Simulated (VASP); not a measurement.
# C (P6_3/mmc) in VASP: band structure with PBE+D3(BJ)

Aim: the band structure of C with PBE+D3(BJ).

All numbers are computed with VASP 6.6.1; they aren't measurements. Logs are shortened: lines on timing, memory, paths and dates and some standing lists are left out, and cuts for length are marked.

**1. The crystal as given**

The structure is hexagonal, space group P6_3/mmc (No. 194). The conventional cell has a = 2.467 Å, b = 2.467 Å, c = 6.654 Å, α = 90.00°, β = 90.00°, γ = 120.00°. C (site symmetry -6m2) is surrounded by 3 C at 1.42 Å. Around C (site symmetry -6m2) lie 3 C at 1.42 Å.

**2. Band structure, PBE+D3(BJ)**

Input file POSCAR:

```
C                                       
1.0
    2.4673069538     -0.0000000000     -0.0000000000
   -1.2336534769      2.1367505012      0.0000000000
   -0.0000000000      0.0000000000      6.6537357108
  C             
     4
Direct
     0.0000000000000000    0.0000000000000000    0.2500000000000000
     0.0000000000000000    0.0000000000000000    0.7500000000000000
     0.3333333300000021    0.6666666699999979    0.2500000000000000
     0.6666666699999979    0.3333333300000021    0.7500000000000000
```

Input file INCAR.step1:

```
PREC = Accurate
ENCUT = 520
EDIFF = 1E-7
ISMEAR = 0
SIGMA = 0.02
LREAL = False
LASPH = True
NELM = 80
ALGO = Normal
ISIF = 2
LWAVE = False
LCHARG = True
GGA = PE
IVDW = 12
NBANDS = 16
```

Input file KPOINTS.step1:

```
Automatic mesh
0
Gamma
  6 6 2
```

Input file INCAR.step2:

```
PREC = Accurate
ENCUT = 520
EDIFF = 1E-7
ISMEAR = 0
SIGMA = 0.05
LREAL = False
LASPH = True
NELM = 80
ALGO = Normal
ISIF = 2
LWAVE = False
LCHARG = False
GGA = PE
IVDW = 12
NBANDS = 16
ICHARG = 11
```

Input file KPOINTS.step2:

```
path GMKGALHA,LM,KH
10
line-mode
reciprocal
 0.0000000000  0.0000000000  0.0000000000  G
 0.5000000000  0.0000000000  0.0000000000  M

 0.5000000000  0.0000000000  0.0000000000  M
 0.3333333333  0.3333333333  0.0000000000  K

 0.3333333333  0.3333333333  0.0000000000  K
 0.0000000000  0.0000000000  0.0000000000  G

 0.0000000000  0.0000000000  0.0000000000  G
 0.0000000000  0.0000000000  0.5000000000  A

 0.0000000000  0.0000000000  0.5000000000  A
 0.5000000000  0.0000000000  0.5000000000  L

 0.5000000000  0.0000000000  0.5000000000  L
 0.3333333333  0.3333333333  0.5000000000  H

 0.3333333333  0.3333333333  0.5000000000  H
 0.0000000000  0.0000000000  0.5000000000  A

 0.5000000000  0.0000000000  0.5000000000  L
 0.5000000000  0.0000000000  0.0000000000  M

 0.3333333333  0.3333333333  0.0000000000  K
 0.3333333333  0.3333333333  0.5000000000  H
```

Potentials or basis: VASP PAW PBE potentials, release 64 (C).

Started as:

```
$ cat potpaw_PBE.64/C/POTCAR > POTCAR
$ cp INCAR.step1 INCAR
$ cp KPOINTS.step1 KPOINTS
$ mpirun -np 1 vasp_std > vasp.out
$ cp INCAR.step2 INCAR
$ cp KPOINTS.step2 KPOINTS
$ mpirun -np 1 vasp_std > vasp.out
```

OUTCAR:

```text
PREC = Accurate
   ENCUT = 520
   EDIFF = 1E-7
   ISMEAR = 0
   LREAL = False
   LASPH = True
   NELM = 80
   ISIF = 2
   GGA = PE
   IVDW = 12
   ICHARG = 11
 IVDW          = 12

 ion  position               nearest neighbor table
   1  0.000  0.000  0.250-   3 1.42   3 1.42   3 1.42
   2  0.000  0.000  0.750-   4 1.42   4 1.42   4 1.42
   3  0.333  0.667  0.250-   1 1.42   1 1.42   1 1.42
   4  0.667  0.333  0.750-   2 1.42   2 1.42   2 1.42

  LATTYP: Found a hexagonal cell.
 ALAT       =     2.4673069538
 C/A-ratio  =     2.6967604094

  Lattice vectors:

 A1 = (   2.4673069538,   0.0000000000,   0.0000000000)
 A2 = (  -1.2336534769,   2.1367505012,   0.0000000000)
 A3 = (   0.0000000000,   0.0000000000,   6.6537357108)

Analysis of symmetry for initial positions (statically):
=====================================================================
 Subroutine PRICEL returns:
 Original cell was already a primitive cell.

 Routine SETGRP: Setting up the symmetry group for a
 hexagonal supercell.

 Subroutine GETGRP returns: Found 24 space group operations
 (whereof 12 operations were pure point group operations)
 out of a pool of 24 trial point group operations.

The static configuration has the point symmetry D_3d.
 The point group associated with its full space group is D_6h.

Analysis of symmetry for dynamics (positions and initial velocities):
=====================================================================
 Subroutine PRICEL returns:
 Original cell was already a primitive cell.

 Routine SETGRP: Setting up the symmetry group for a
 hexagonal supercell.

 Subroutine GETGRP returns: Found 24 space group operations
 (whereof 12 operations were pure point group operations)
 out of a pool of 24 trial point group operations.

The dynamic configuration has the point symmetry D_3d.
 The point group associated with its full space group is D_6h.

 Subroutine INISYM returns: Found 24 space group operations
 (whereof 12 operations are pure point group operations),
 and found     1 'primitive' translations

----------------------------------------------------------------------------------------

                                     Primitive cell

  volume of cell :      35.0786

  direct lattice vectors                    reciprocal lattice vectors
     2.467306954  0.000000000  0.000000000     0.405300199  0.234000179  0.000000000
    -1.233653477  2.136750501  0.000000000     0.000000000  0.468000358  0.000000000
     0.000000000  0.000000000  6.653735711     0.000000000  0.000000000  0.150291512

  length of vectors
     2.467306954  2.467306954  6.653735711     0.468000358  0.468000358  0.150291512

  position of ions in fractional coordinates (direct lattice)
     0.000000000  0.000000000  0.250000000
     0.000000000  0.000000000  0.750000000
     0.333333330  0.666666670  0.250000000
     0.666666670  0.333333330  0.750000000

  ion indices of the primitive-cell ions
   primitive index   ion index
                 1           1
                 2           2
                 3           3
                 4           4

----------------------------------------------------------------------------------------

 KPOINTS: path GMKGALHA,LM,KH

Interpolating k-points between supplied coordinates.

 Line segments in fractional coordinates (reciprocal lattice):
    0.000000  0.000000  0.000000  ...  0.500000  0.000000  0.000000
    0.500000  0.000000  0.000000  ...  0.333333  0.333333  0.000000
    0.333333  0.333333  0.000000  ...  0.000000  0.000000  0.000000
    0.000000  0.000000  0.000000  ...  0.000000  0.000000  0.500000
    0.000000  0.000000  0.500000  ...  0.500000  0.000000  0.500000
    0.500000  0.000000  0.500000  ...  0.333333  0.333333  0.500000
    0.333333  0.333333  0.500000  ...  0.000000  0.000000  0.500000
    0.500000  0.000000  0.500000  ...  0.500000  0.000000  0.000000
    0.333333  0.333333  0.000000  ...  0.333333  0.333333  0.500000

 Generated    10 points on each line segment, for a total of     90 k-points:

 Following reciprocal coordinates:
            Coordinates               Weight
  0.000000  0.000000  0.000000      0.011111
  0.055556  0.000000  0.000000      0.011111
  0.111111  0.000000  0.000000      0.011111
  0.166667  0.000000  0.000000      0.011111
  0.222222  0.000000  0.000000      0.011111
  0.277778  0.000000  0.000000      0.011111
[... 16 lines left out ...]
  0.259259  0.259259  0.000000      0.011111
  0.222222  0.222222  0.000000      0.011111
 [... further k-points ...]
   k-points           NKPTS =     90   k-points in BZ     NKDIM =     90   number of bands    NBANDS=     16
   number of dos      NEDOS =    301   number of ions     NIONS =      4
   total plane-waves  NPLWV =  16200
   dimension x,y,z NGX =    18 NGY =   18 NGZ =   50
   dimension x,y,z NGXF=    36 NGYF=   36 NGZF=  100
   ions per type =               4
   NGX,Y,Z   is equivalent  to a cutoff of  12.13, 12.13, 12.49 a.u.
   NGXF,Y,Z  is equivalent  to a cutoff of  24.26, 24.26, 24.99 a.u.
 SYSTEM =  unknown system
   PREC   = accura    normal or accurate (medium, high low for compatibility)
   ISTART =      0    job   : 0-new  1-cont  2-samecut
   ICHARG =     11    charge: 1-file 2-atom 10-const
   ISPIN  =      1    spin polarized calculation?
   LNONCOLLINEAR =      F non collinear calculations
   LSORBIT =      F    spin-orbit coupling
   LASPH  =      T    aspherical Exc in radial PAW
   ENCUT  =  520.0 eV  38.22 Ry    6.18 a.u.   4.59  4.59 12.37*2*pi/ulx,y,z
   NELM   =     80;   NELMIN=  2; NELMDL=  0     # of ELM steps
   EDIFF  = 0.1E-06   stopping-criterion for ELM
   LREAL  =      F    real-space projection
   EDIFFG = 0.1E-05   stopping-criterion for IOM
   NSW    =      0    number of steps for IOM
   IBRION =     -1    ionic relax: 0-MD 1-quasi-New 2-CG
   NFREE  =      0    steps in history (QN), initial steepest desc. (CG)
   ISIF   =      2    stress and relaxation
   ISYM   =      2    0-nonsym 1-usesym 2-fastsym
   POTIM  = 0.5000    time-step for ionic-motion
   TEBEG  =    0.0;   TEEND  =   0.0 temperature during run
   PSTRESS=    0.0 pullay stress
   NELECT =      16.0000    total number of electrons
   NUPDOWN=      -1.0000    fix difference up-down
   EMIN   =  10.00;   EMAX   =-10.00  energy-range for DOS
   EFERMI =   0.00;   METHOD = LEGACY
   ISMEAR =     0;   SIGMA  =   0.05  broadening in eV -4-tet -1-fermi 0-gaus
   EFERMI_NEDOS =   21; number of points for ismear=-14 and -15
   IALGO  =     38    algorithm
   IMIX   =      4    mixing-type and parameters
     AMIX     =   0.40;   BMIX     =  1.00
     AMIX_MAG =   1.60;   BMIX_MAG =  1.00
  volume/ion in A,a.u.               =       8.77        59.18
  Fermi-wavevector in a.u.,A,eV,Ry     =   1.260184  2.381403 21.606920  1.588064
  Thomas-Fermi vector in A             =   2.393706
   LORBIT       =      0    0 simple, 1 ext, 2 COOP (PROOUT), +10 PAW based schemes
   GGA     = PE    functional components
   LHFCALC =     F    Hartree Fock is set to
   AEXX    =    0.0000 exact exchange contribution
   IVDW    =    12    specifies the selected vdW correction
   LEPSILON=     F    determine dielectric tensor
   LRPA    =     F    only Hartree local field effects (RPA)
 non-spin polarized calculation
 Gauss-broadening in eV      SIGMA  =   0.05
  energy-cutoff  :      520.00
  volume of cell :       35.08
 maximum number of plane-waves:       973

 number of electron      15.9999993 magnetization

 Free energy of the ion-electron system (eV)
  ---------------------------------------------------
  ext. energy  EPLUGINS =         0.00000000
  ---------------------------------------------------
  free energy    TOTEN  =       -33.37163186 eV

  energy without entropy =      -33.36173985  energy(sigma->0) =      -33.36668586

 E-fermi :   4.7269     XC(G=0): -10.3769

 val. band max:        4.7267796798   @ k =   0.3333   0.3333   0.5000
 cond. band min:       4.7300265838   @ k =   0.3333   0.3333   0.2778
 fundamental gap:      0.0032469040
 Fermi energy:         4.7268526744

 k-point     1 :       0.0000    0.0000    0.0000
  band No.  band energies     occupation
      1     -14.9045      2.00000
      2     -14.5837      2.00000
      3      -3.7970      2.00000
      4      -1.7426      2.00000
      5       1.7165      2.00000
      6       1.7165      2.00000
[... 8 lines left out ...]
     15      16.0538      0.00000
     16      16.2808      0.00000

 k-point     2 :       0.0556    0.0000    0.0000
  band No.  band energies     occupation
      1     -14.8308      2.00000
      2     -14.5115      2.00000
      3      -3.7076      2.00000
      4      -1.6593      2.00000
      5       1.4146      2.00000
      6       1.4430      2.00000
[... 8 lines left out ...]
     15      15.7954      0.00000
     16      16.0348      0.00000

 k-point     3 :       0.1111    0.0000    0.0000
  band No.  band energies     occupation
      1     -14.6103      2.00000
      2     -14.2952      2.00000
      3      -3.4403      2.00000
      4      -1.4104      2.00000
      5       0.5879      2.00000
      6       0.6347      2.00000
[... 8 lines left out ...]
     15      15.3320      0.00000
     16      15.7899      0.00000

 k-point     4 :       0.1667    0.0000    0.0000
  band No.  band energies     occupation
      1     -14.2440      2.00000
      2     -13.9360      2.00000
      3      -2.9978      2.00000
      4      -1.0002      2.00000
      5      -0.5974      2.00000
      6      -0.5275      2.00000
[... 8 lines left out ...]
     15      15.6244      0.00000
     16      16.1094      0.00000
[... 324 lines left out ...]
 k-point    22 :       0.2963    0.2963    0.0000
  band No.  band energies     occupation
      1      -9.0039      2.00000
      2      -8.8102      2.00000
      3      -7.0544      2.00000
      4      -6.9606      2.00000
      5      -5.3474      2.00000
      6      -5.2897      2.00000
[... 8 lines left out ...]
     15      17.2045      0.00000
     16      18.8491      0.00000

 k-point    23 :       0.2593    0.2593    0.0000
  band No.  band energies     occupation
      1     -10.2748      2.00000
      2     -10.0451      2.00000
      3      -6.0734      2.00000
      4      -5.9888      2.00000
      5      -4.4620      2.00000
      6      -4.4005      2.00000
[... 8 lines left out ...]
     15      17.1394      0.00000
     16      17.8925      0.00000

 k-point    24 :       0.2222    0.2222    0.0000
  band No.  band energies     occupation
      1     -11.4554      2.00000
      2     -11.2009      2.00000
      3      -4.9473      2.00000
      4      -4.8724      2.00000
      5      -3.3997      2.00000
      6      -3.3438      2.00000
[... 8 lines left out ...]
     15      16.9876      0.00000
     16      17.2620      0.00000

 [... further k-points ...]

------------------------ aborting loop because EDIFF is reached ----------------------------------------

 Edisp (eV)   -0.63149

 E8    (eV) :    -0.1792

  FORCE on cell =-STRESS in cart. coord.  units (eV):
  Direction    XX          YY          ZZ          XY          YZ          ZX
  --------------------------------------------------------------------------------------
  -------------------------------------------------------------------------------------
  Total       5.07431     5.07431     0.69159     0.00000     0.00000     0.00000
  in kB     231.76357   231.76357    31.58778     0.00000     0.00000     0.00000
  external pressure =      165.04 kB  Pullay stress =        0.00 kB

 VOLUME and BASIS-vectors are now :
 -----------------------------------------------------------------------------
  energy-cutoff  :      520.00
  volume of cell :       35.08
      direct lattice vectors                 reciprocal lattice vectors
     2.467306954  0.000000000  0.000000000     0.405300199  0.234000179  0.000000000
    -1.233653477  2.136750501  0.000000000     0.000000000  0.468000358  0.000000000
     0.000000000  0.000000000  6.653735711     0.000000000  0.000000000  0.150291512

 POSITION                                       TOTAL-FORCE (eV/Angst)
 -----------------------------------------------------------------------------------
      0.00000      0.00000      1.66343         0.000000     -0.000000     -0.000000
      0.00000      0.00000      4.99030        -0.000000      0.000000      0.000000
     -0.00000      1.42450      1.66343         0.000000     -0.000000      0.000000
      1.23365      0.71225      4.99030        -0.000000      0.000000      0.000000
 -----------------------------------------------------------------------------------
    total drift:                                0.000000      0.000000      0.000000

  FREE ENERGIE OF THE ION-ELECTRON SYSTEM (eV)
  ---------------------------------------------------
  free  energy   TOTEN  =       -34.0031176296 eV

  energy  without entropy=      -33.9932256183  energy(sigma->0) =      -33.99817162
```

It took 34 s on 1 thread of Intel Xeon Platinum 8488C (Sapphire Rapids), shared host; peak memory 0.17 GiB.

Results:

| Item | Value |
| --- | --- |
| Band gap along the path | none (metal or under the smearing width) |
| Dispersion energy per atom | -0.158 eV |

Levels at the corners of the path, in eV from the Fermi level:
```tsv
point	band 6	band 7	band 8	band 9	band 10	band 11
Γ	-3.01	-2.99	-2.99	4.38	8.31	8.31
M	-6.34	-2.78	-2.06	1.52	2.21	7.18
M	-6.34	-2.78	-2.06	1.52	2.21	7.18
K	-10.50	-0.66	-0.02	-0.02	0.76	11.17
K	-10.50	-0.66	-0.02	-0.02	0.76	11.17
Γ	-3.01	-2.99	-2.99	4.38	8.31	8.31
Γ	-3.01	-2.99	-2.99	4.38	8.31	8.31
A	-3.00	-3.00	-3.00	7.08	7.08	8.34
A	-3.00	-3.00	-3.00	7.08	7.08	8.34
L	-6.37	-2.35	-2.35	1.66	1.66	7.38
L	-6.37	-2.35	-2.35	1.66	1.66	7.38
H	-10.51	0.00	0.00	0.02	0.02	10.16
H	-10.51	0.00	0.00	0.02	0.02	10.16
A	-3.00	-3.00	-3.00	7.08	7.08	8.34
L	-6.37	-2.35	-2.35	1.66	1.66	7.38
M	-6.34	-2.78	-2.06	1.52	2.21	7.18
K	-10.50	-0.66	-0.02	-0.02	0.76	11.17
H	-10.51	0.00	0.00	0.02	0.02	10.16
```

Caveat: the k mesh is coarse (spacing up to 0.49 Å⁻¹), so the values aren't converged; the log is that of the step along the path at fixed density, whose energy, stress, charges and moments have no meaning.
